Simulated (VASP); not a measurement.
Runs of VASP 6.6.1 on MoS2. It takes space group P6_3/mmc (No. 194, hexagonal). Conventional cell: a = 3.161 Å, b = 3.161 Å, c = 12.295 Å, α = 90.00°, β = 90.00°, γ = 120.00°. Mo (site symmetry -6m2) has 6 S at 2.37 Å as nearest neighbours. S (site symmetry 3m) has 3 Mo at 2.37 Å as nearest neighbours. 

```csv
level,spin,U,k mesh,cutoff (eV),grid for exact exchange (PRECFOCK),screening parameter,mesh quality,gap on the mesh (eV),pressure (GPa),moment (μB),largest force (eV/Å)
HSE06,"collinear, ferromagnetic start",-,4 × 4 × 1,450,Fast,0.2 1/A,coarse,1.76,3.5,0.00,0.66
PBEsol+U,"collinear, ferromagnetic start",Mo d U = 2.5 eV,8 × 8 × 2,520,-,-,not flagged,0.91,5.3,0.00,1.11
HSE06,"collinear, antiferromagnetic start",-,4 × 4 × 1,450,Fast,0.2 1/A,coarse,1.76,3.5,0.00,0.66
PBEsol+U,"collinear, antiferromagnetic start",Mo d U = 2.5 eV,8 × 8 × 2,520,-,-,not flagged,0.91,5.3,0.00,(a)
```

Alike in all rows: task single point; potentials or basis VASP PAW PBE potentials, release 64 (Mo_sv, S); cell as given; smearing gaussian 0.05 eV.

Q: Fill in the values left out.

A: (a) 1.10.

Caveats: some runs use coarse meshes; the PAW data sets were made with another functional, which shifts forces and pressure a little; this functional lacks dispersion, which binds the layers, so the pressure and a relaxed spacing across them are unreliable; an odd mesh through Γ misses points on the zone boundary, where band edges often lie (some runs).

A k mesh can miss the band edges, and the runs leave out spin-orbit coupling on Mo.
